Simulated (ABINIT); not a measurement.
Crystal: I.

```
I
1.0
     3.63503   -2.39502    0.00000
     3.63503    2.39502    0.00000
     0.00000    0.00000    9.79344
I
4
Direct
  0.64930 0.35070 0.38440
  0.14930 0.85070 0.11560
  0.35070 0.64930 0.61560
  0.85070 0.14930 0.88440
```

Base run:

```yaml
Program: ABINIT 10.8.3 (patched build)
Functional: AM05
Potentials_or_basis: JTH PAW PBE v2.0
Cutoff: 408 eV
k_mesh: 7 × 7 × 3
Occupations: fermi-dirac, width 0.05 eV
Spin: no spin polarisation
```

Its results: band gap on the k mesh 1.28 eV, indirect (least direct gap 1.37 eV); pressure 1.0 GPa; largest force 0.821 eV/Å.

Task: The run is repeated on the same cell with these changes: functional from AM05 to PBEsol. What comes out?

Result: Band gap on the k mesh 1.26 eV, indirect (least direct gap 1.34 eV); pressure 0.3 GPa; largest force 0.925 eV/Å.

Caveats: the PAW data sets were made with another functional, which shifts forces and pressure a little; spin-orbit coupling is left out, which moves the levels of the heavy elements.
